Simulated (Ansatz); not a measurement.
The system is Mg.

```xyz
2
Lattice="3.2093 0.0000 0.0000 -1.6046 2.7793 0.0000 0.0000 0.0000 5.2103" Properties=species:S:1:pos:R:3 pbc="T T T"
Mg    1.6047    0.9264    3.9077
Mg    0.0000    1.8529    1.3026
```

* Program: Ansatz 0.2.0
* Task: relaxation of cell and atoms
* Functional: r2SCAN
* Potentials or basis: Ansatz PAW
* Cutoff: 500 eV (not typed: the program's choice for these potentials)
* k mesh: 10 × 10 × 5
* Occupations: fermi-dirac, width 0.05 eV
* Spin: no spin polarisation

At the start: volume 23.24 Å³/atom.

Q: Where does the relaxation end?

A: It ends after 6 steps and the volume is 22.63 Å³/atom (-2.6 %); space group P6_3/mmc (No. 194, to 0.05 Å).

Step by step:
```tsv
step	energy change (eV)	largest force (eV/Å)	volume (Å³)
1	0.0000	0.0000	46.47
2	-0.0056	0.0000	45.38
3	-0.0068	0.0000	45.10
4	-0.0072	0.0000	45.21
5	-0.0072	0.0000	45.27
6	-0.0070	0.0000	45.27
```

Final structure:
```cif
data_structure
_symmetry_space_group_name_H-M 'P 1'
_symmetry_Int_Tables_number 1
_cell_length_a 3.1521
_cell_length_b 3.1521
_cell_length_c 5.2611
_cell_angle_alpha 90.000
_cell_angle_beta 90.000
_cell_angle_gamma 120.000
_cell_volume 45.27
loop_
_atom_site_label
_atom_site_type_symbol
_atom_site_fract_x
_atom_site_fract_y
_atom_site_fract_z
_atom_site_occupancy
Mg1 Mg 0.66667 0.33333 0.75000 1
Mg2 Mg 0.33333 0.66667 0.25000 1
```

Caveat: the plane-wave basis is chosen anew once the cell has moved, so the energies of steps on either side of that aren't comparable; the PAW data sets come from PBE, with cores solved anew for the run's functional, which leaves a small shift of forces and pressure.
